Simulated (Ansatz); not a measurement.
## In under changes of volume

One of the cells (26.686 Å³/atom); the others are scaled copies at fixed shape and fractional positions:

```
In
1.0
    -1.88253    1.88253    1.88253
     1.88253   -1.88253    1.88253
     1.88253    1.88253   -1.88253
In
1
Direct
  0.00000 0.00000 0.00000
```

This isn't the form of In at room conditions, which is tetragonal.

```yaml
Program: Ansatz 0.2.0
Functional: LDA
Potentials_or_basis: Ansatz PAW
Cutoff: "420 eV (not typed: the program's choice for these potentials)"
k_mesh: 10 × 10 × 10
Occupations: fermi-dirac, width 0.05 eV
Spin: no spin polarisation
```

```tsv
volume (Å³/atom)	energy over the lowest point (meV/atom)	pressure (GPa)
25.085	0.00	-0.5
25.618	3.23	-1.4
26.152	9.10	-2.2
26.686	?	?
27.220	27.71	-3.5
27.753	40.03	-4.0
28.287	54.08	-4.5
```

Problem. What does the run at 26.686 Å³/atom give?

Solution. Energy over the lowest point 17.33 meV/atom; pressure -2.8 GPa.

Worked out: A Birch-Murnaghan fit of order 3 (a polynomial in V^(-2/3)) to the other rows has its minimum at 24.76 Å³/atom, just outside them, with B0 = V·E''(V) = 43 GPa and B' = 3.8. It gives 17.34 meV/atom at 26.686 Å³/atom, against the run's 17.33, and -dE/dV = -2.8 GPa, against -2.8.

Energies are extrapolated to zero smearing.

Caveats: the PAW data sets come from PBE, with cores solved anew for the run's functional, which leaves a small shift of forces and pressure.
